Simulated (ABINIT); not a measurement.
# BaS (Fm-3m): G0W0 in ABINIT against the bands in the self-energy

Wanted: the cheapest bands in the self-energy that holds the gap of BaS (Fm-3m).

Program: ABINIT 10.8.3. Level of theory: LDA and many-body steps on it, plane waves. Results are calculated unless marked as measured.

### Step 1. Set-up

It takes space group Fm-3m (No. 225, cubic). The conventional cell has a = 6.388 Å, b = 6.388 Å, c = 6.388 Å, α = 90.00°, β = 90.00°, γ = 90.00°. Ba has 6 S at 3.19 Å nearest. S has 6 Ba at 3.19 Å nearest. Farther neighbours and most contacts between anions are not listed.

The cell and positions come from the Crystallography Open Database and are kept as given unless a step says otherwise. Spin-orbit coupling is left out unless a step names it.

### Step 2. Screening, 4×4×4 mesh, 113 bands, screening to 176.9 eV

This step: ABINIT 10.8.3; RPA screening on LDA, plane waves, norm-conserving pseudopotentials.

The RPA dielectric matrix is built and inverted for each q.

The input, run.abi:

```
acell 3*1.0 Angstrom
rprim 
  0.000000000000 3.193750000000 3.193750000000
  3.193750000000 0.000000000000 3.193750000000
  3.193750000000 3.193750000000 0.000000000000
ntypat 2
znucl 56 16
natom 2
typat 1 2
xred 
  0.000000000000 0.000000000000 0.000000000000
  0.500000000000 0.500000000000 0.500000000000
pp_dirpath "pseudos"
pseudos "Ba.upf, S.upf"
ecut 21
ngkpt 4 4 4
nshiftk 1
shiftk 0 0 0
kptopt 1
chksymbreak 0
istwfk *1
occopt 1
irdwfk 1
optdriver 3
nband 113
ecuteps 6.5
inclvkb 2
awtr 1
symchi 1
indata_prefix "in"
outdata_prefix "out"
tmpdata_prefix "tmp"
```

Launch:

```console
$ OMP_NUM_THREADS=1 mpirun -n 4 abinit run.abi > log
```

The log of the run:

```text
.Version 10.8.3 of ABINIT. v10.8.2 released Aug 2026.

 Symmetries : space group Fm -3 m (#225); Bravais cF (face-center cubic)
[... echo of the input left out ...]
== DATASET  1 ==================================================================
-   mpi_nproc: 4, omp_nthreads: 1 (-1 if OMP is not activated)

--- !DatasetInfo
iteration_state: {dtset: 1, }
dimensions: {natom: 2, nkpt: 8, mband: 113, nsppol: 1, nspinor: 1, nspden: 1, mpw: 2085, }
cutoff_energies: {ecut:  21.0, pawecutdg:  -1.0, }
electrons: {nelect:   1.60000000E+01, charge:   0.00000000E+00, occopt:   1.00000000E+00, tsmear:   1.00000000E-02, }

 SCREENING: Calculation of the susceptibility and dielectric matrices

 Based on a program developped by R.W. Godby, V. Olevano, G. Onida, and L. Reining.
 Incorporated in ABINIT by V. Olevano, G.-M. Rignanese, and M. Torrent.
.Using double precision arithmetic ; gwpc =  8

[... cell and pseudopotentials left out ...]
--------------------------------------------------------------------------------

 ==== K-mesh for the wavefunctions ====
 Number of points in the irreducible wedge :     8
[... list of points left out ...]
 Together with 48 symmetry operations and time-reversal symmetry
 yields    64 points in the full Brillouin Zone.

 ==== Q-mesh for the screening function ====
 Number of points in the irreducible wedge :     8
[... list of points left out ...]
 Together with 48 symmetry operations and time-reversal symmetry
 yields    64 points in the full Brillouin Zone.

 setmesh: FFT mesh size selected  =    27x   27x   27
          total number of points  =        19683

 vcoul_init : cutoff-mode = AUXILIARY_FUNCTION
 q-points for optical limit:   1
     1)      0.000010    0.000020    0.000030

- screening: taking advantage of time-reversal symmetry
- Maximum band index for partially occupied states nbvw = 8
- Remaining bands to be divided among processors   nbcw = 105
- Number of bands treated by each node ~26

 Number of electrons calculated from density =   16.0000; Expected =   16.0000
 average of density, n =  0.036391
 r_s =    1.8720
 omega_plasma =   18.4014 [eV]

 calculating chi0 at frequencies [eV] :
  1    0.000000E+00    0.000000E+00
  2    0.000000E+00    1.840140E+01

--------------------------------------------------------------------------------
  q-point number  1        q = ( 0.000000, 0.000000, 0.000000) [r.l.u.]
--------------------------------------------------------------------------------
[... chi0 elements left out ...]
 For q-point:  0.000010 0.000020 0.000030
  dielectric constant =   5.1331
  dielectric constant without local fields =   6.0244

  Average fulfillment of the sum rule on Im[epsilon] for q-point    1 :     85.46  [%]
[... wings left out ...]
  q-point number  2        q = ( 0.250000, 0.000000, 0.000000) [r.l.u.]
--------------------------------------------------------------------------------
[... chi0 elements left out ...]
  Average fulfillment of the sum rule on Im[epsilon] for q-point    2 :     94.52  [%]

 [... 6 further q-points ...]
```

Wall time 20 s (4 MPI ranks of Arm Neoverse V2, shared host); peak memory 0.69 GiB; 79 s of CPU time.

This step gave:

```
ε∞ with local fields, on this mesh, along the program's q direction : 5.133
the same without local fields                                       : 6.024
plasma frequency                                                    : 18.40 eV
plane waves in the screening matrix                                 : 331
```

Local fields lower ε∞ by 15 %.

### Step 3. 16 bands

This step: G0W0 on LDA, plane waves, norm-conserving pseudopotentials.

Edit run.abi of step 2 so:

```diff
@@ -23,8 +23,17 @@
 irdwfk 1
-optdriver 3
-nband 113
+optdriver 4
+nband 16
+gwcalctyp 0
+ecutsigx 21
+symsigma 1
+nkptgw 2
+kptgw 
+  0.0000000000 0.0000000000 0.0000000000
+  0.5000000000 0.5000000000 0.0000000000
+bdgw 
+  6 12
+  7 10
 ecuteps 6.5
-inclvkb 2
-awtr 1
-symchi 1
+irdscr 1
+ppmodel 1
 indata_prefix "in"
```

The log of the run:

```text
.Version 10.8.3 of ABINIT. v10.8.2 released Aug 2026.

 Symmetries : space group Fm -3 m (#225); Bravais cF (face-center cubic)
[... echo of the input left out ...]
== DATASET  1 ==================================================================
-   mpi_nproc: 4, omp_nthreads: 1 (-1 if OMP is not activated)

--- !DatasetInfo
iteration_state: {dtset: 1, }
dimensions: {natom: 2, nkpt: 8, mband: 16, nsppol: 1, nspinor: 1, nspden: 1, mpw: 2085, }
cutoff_energies: {ecut:  21.0, pawecutdg:  -1.0, }
electrons: {nelect:   1.60000000E+01, charge:   0.00000000E+00, occopt:   1.00000000E+00, tsmear:   1.00000000E-02, }

 SIGMA: Calculation of the GW corrections

 Based on a program developped by R.W. Godby, V. Olevano, G. Onida, and L. Reining.
 Incorporated in ABINIT by V. Olevano, G.-M. Rignanese, and M. Torrent.
.Using double precision arithmetic ; gwpc =  8

[... cell and pseudopotentials left out ...]
--------------------------------------------------------------------------------

 ==== K-mesh for the wavefunctions ====
 Number of points in the irreducible wedge :     8
[... list of points left out ...]
 Together with 48 symmetry operations and time-reversal symmetry
 yields    64 points in the full Brillouin Zone.

 ==== Q-mesh for screening function ====
 Number of points in the irreducible wedge :     8
[... list of points left out ...]
 Together with 48 symmetry operations and time-reversal symmetry
 yields    64 points in the full Brillouin Zone.

 vcoul_init : cutoff-mode = AUXILIARY_FUNCTION
 q-points for optical limit:   1
     1)      0.000010    0.000020    0.000030
 setmesh: FFT mesh size selected  =    36x   36x   36
          total number of points  =        46656

 Number of electrons calculated from density =   16.0000; Expected =   16.0000
 average of density, n =  0.036391
 r_s =    1.8720
 omega_plasma =   18.4014 [eV]

 === KS Band Gaps ===
  >>>> For spin  1
   Minimum direct gap =   2.0788 [eV], located at k-point      :   0.5000  0.5000  0.0000
   Fundamental gap    =   1.9480 [eV], Top of valence bands at :   0.0000  0.0000  0.0000
                                       Bottom of conduction at :   0.5000  0.5000  0.0000
 SIGMA fundamental parameters:
 PLASMON POLE MODEL  1
 number of plane-waves for SigmaX                 2085
 number of plane-waves for SigmaC and W            331
 number of plane-waves for wavefunctions          2085
 number of bands                                    16
 number of independent spin polarizations            1
 number of spinorial components                      1
 number of k-points in IBZ                           8
 number of q-points in IBZ                           8
 number of symmetry operations                      48
 number of k-points in BZ                           64
 number of q-points in BZ                           64
 number of frequencies for dSigma/dE                 9
 frequency step for dSigma/dE [eV]                0.25
 number of omega for Sigma on real axis              0
 max omega for Sigma on real axis  [eV]           0.00
 zcut for avoiding poles [eV]                     0.10

 EPSILON^-1 parameters (SCR file):
 dimension of the eps^-1 matrix on file            331
 dimension of the eps^-1 matrix used               331
 number of plane-waves for wavefunctions          2085
 number of bands                                   113
 number of q-points in IBZ                           8
 number of frequencies                               2
 number of real frequencies                          1
 number of imag frequencies                          1

 matrix elements of self-energy operator (all in [eV])

 Perturbative Calculation

--- !SelfEnergy_ee
iteration_state: {dtset: 1, }
kpoint     : [   0.000,    0.000,    0.000, ]
spin       : 1
KS_gap     :    3.322
QP_gap     :    4.498
Delta_QP_KS:    1.175
data: !SigmaeeData |
     Band     E0 <VxcDFT>   SigX SigC(E0)      Z dSigC/dE  Sig(E)    E-E0       E
        6   3.496 -12.514 -15.654   3.665   0.792  -0.263 -12.098   0.416   3.913
        7   3.496 -12.514 -15.654   3.665   0.792  -0.263 -12.098   0.416   3.913
        8   3.496 -12.514 -15.654   3.665   0.792  -0.263 -12.098   0.416   3.913
        9   6.819  -8.443  -4.101  -2.445   0.839  -0.192  -6.851   1.592   8.410
       10   7.243  -9.197  -4.489  -2.411   0.840  -0.191  -7.268   1.929   9.172
       11   7.243  -9.197  -4.489  -2.411   0.840  -0.191  -7.268   1.929   9.172
       12   7.243  -9.197  -4.489  -2.411   0.840  -0.191  -7.268   1.929   9.172

--- !SelfEnergy_ee
iteration_state: {dtset: 1, }
kpoint     : [   0.500,    0.500,    0.000, ]
spin       : 1
KS_gap     :    2.079
QP_gap     :    3.198
Delta_QP_KS:    1.120
data: !SigmaeeData |
     Band     E0 <VxcDFT>   SigX SigC(E0)      Z dSigC/dE  Sig(E)    E-E0       E
        7   3.366 -12.450 -15.646   3.675   0.792  -0.263 -12.070   0.380   3.745
        8   3.366 -12.450 -15.646   3.675   0.792  -0.263 -12.070   0.380   3.745
        9   5.444  -8.311  -4.177  -2.347   0.839  -0.192  -6.811   1.499   6.944
       10   9.358 -10.044  -4.958  -2.336   0.841  -0.189  -7.731   2.313  11.670

== END DATASET(S) ==============================================================
================================================================================

 -outvars: echo values of variables after computation  --------
           etotal      0.0000000000E+00
            nband          16
             nkpt           8
          spgroup         225
 [... the other variables as echoed above ...]

 Calculation completed.
```

Run time: 3.9 s. Hardware: 4 MPI ranks; peak memory 0.65 GiB; 15 s of CPU time.

Numbers from this step:

| Item | Value |
| --- | --- |
| G0W0 gap on the points computed | 3.031 eV |
| starting gap on the mesh | 1.948 eV |
| k of the valence top | 0, 0, 0 |
| k of the conduction bottom | 0.5, 0.5, 0 |
| Z at the valence top | 0.792 |
| Z at the conduction bottom | 0.839 |
| least direct G0W0 gap on the computed points | 3.199 eV |

### Step 4. 17 bands

Edit run.abi of step 3 so:

```diff
@@ -24,3 +24,3 @@
 optdriver 4
-nband 16
+nband 17
 gwcalctyp 0
```

The log of the run:

```text
.Version 10.8.3 of ABINIT. v10.8.2 released Aug 2026.

 Symmetries : space group Fm -3 m (#225); Bravais cF (face-center cubic)
[... echo of the input left out ...]
== DATASET  1 ==================================================================
-   mpi_nproc: 4, omp_nthreads: 1 (-1 if OMP is not activated)

--- !DatasetInfo
iteration_state: {dtset: 1, }
dimensions: {natom: 2, nkpt: 8, mband: 17, nsppol: 1, nspinor: 1, nspden: 1, mpw: 2085, }
cutoff_energies: {ecut:  21.0, pawecutdg:  -1.0, }
electrons: {nelect:   1.60000000E+01, charge:   0.00000000E+00, occopt:   1.00000000E+00, tsmear:   1.00000000E-02, }

 SIGMA: Calculation of the GW corrections

 Based on a program developped by R.W. Godby, V. Olevano, G. Onida, and L. Reining.
 Incorporated in ABINIT by V. Olevano, G.-M. Rignanese, and M. Torrent.
.Using double precision arithmetic ; gwpc =  8

[... cell and pseudopotentials left out ...]
--------------------------------------------------------------------------------

 ==== K-mesh for the wavefunctions ====
 Number of points in the irreducible wedge :     8
[... list of points left out ...]
 Together with 48 symmetry operations and time-reversal symmetry
 yields    64 points in the full Brillouin Zone.

 ==== Q-mesh for screening function ====
 Number of points in the irreducible wedge :     8
[... list of points left out ...]
 Together with 48 symmetry operations and time-reversal symmetry
 yields    64 points in the full Brillouin Zone.

 vcoul_init : cutoff-mode = AUXILIARY_FUNCTION
 q-points for optical limit:   1
     1)      0.000010    0.000020    0.000030
 setmesh: FFT mesh size selected  =    36x   36x   36
          total number of points  =        46656

 Number of electrons calculated from density =   16.0000; Expected =   16.0000
[...]
number of omega for Sigma on real axis              0
 max omega for Sigma on real axis  [eV]           0.00
 zcut for avoiding poles [eV]                     0.10

 EPSILON^-1 parameters (SCR file):
 dimension of the eps^-1 matrix on file            331
 dimension of the eps^-1 matrix used               331
 number of plane-waves for wavefunctions          2085
 number of bands                                   113
 number of q-points in IBZ                           8
 number of frequencies                               2
 number of real frequencies                          1
 number of imag frequencies                          1

 matrix elements of self-energy operator (all in [eV])

 Perturbative Calculation

--- !SelfEnergy_ee
iteration_state: {dtset: 1, }
kpoint     : [   0.000,    0.000,    0.000, ]
spin       : 1
KS_gap     :    3.322
QP_gap     :    4.454
Delta_QP_KS:    1.132
data: !SigmaeeData |
     Band     E0 <VxcDFT>   SigX SigC(E0)      Z dSigC/dE  Sig(E)    E-E0       E
        6   3.496 -12.514 -15.654   3.572   0.790  -0.266 -12.173   0.342   3.838
        7   3.496 -12.514 -15.654   3.572   0.790  -0.266 -12.173   0.342   3.838
        8   3.496 -12.514 -15.654   3.572   0.790  -0.266 -12.173   0.342   3.838
[...]
--- !SelfEnergy_ee
iteration_state: {dtset: 1, }
kpoint     : [   0.500,    0.500,    0.000, ]
spin       : 1
KS_gap     :    2.079
QP_gap     :    3.233
Delta_QP_KS:    1.154
data: !SigmaeeData |
     Band     E0 <VxcDFT>   SigX SigC(E0)      Z dSigC/dE  Sig(E)    E-E0       E
[...]
9   5.444  -8.311  -4.177  -2.404   0.837  -0.194  -6.862   1.449   6.893
       10   9.358 -10.044  -4.958  -2.444   0.838  -0.194  -7.830   2.214  11.572

== END DATASET(S) ==============================================================
================================================================================

 -outvars: echo values of variables after computation  --------
           etotal      0.0000000000E+00
            nband          17
             nkpt           8
          spgroup         225
 [... the other variables as echoed above ...]

 Calculation completed.
```

Wall time 4.3 s (4 MPI ranks); peak memory 0.65 GiB; 17 s of CPU time.

Numbers from this step:

- G0W0 gap on the points computed: 3.055 eV
- starting gap on the mesh: 1.948 eV
- k of the valence top: 0, 0, 0
- k of the conduction bottom: 0.5, 0.5, 0
- Z at the valence top: 0.79
- Z at the conduction bottom: 0.837
- least direct G0W0 gap on the computed points: 3.233 eV

(Part 1 of 2 ends here.)

[Paths, hosts, dates, memory and timing lines, banners, echoed tables and standing remarks are left out of the program output.]

[Logs are printed without paths, hosts, clocks, repeated set-up lines and the standing remarks that a program may print on its own settings, such as how far it seeks lower states.]

[Runs of the session that timed out or met a known fault of the program may be left out.]

[Hosts, paths, dates, database ids (printed as entryN), source tags and the programs' standing remarks are cut or masked in the printed files.]

[G0W0 gaps are taken among the corrected bands and points alone; a level outside them can change the order at an edge.]

[Where Ansatz stands beside ABINIT at settings called matched, ABINIT's density can come from a denser mesh and the files from another edition; pairs whose starting gaps differed by over 0.03 eV were left out, so agreement reads better than it is.]
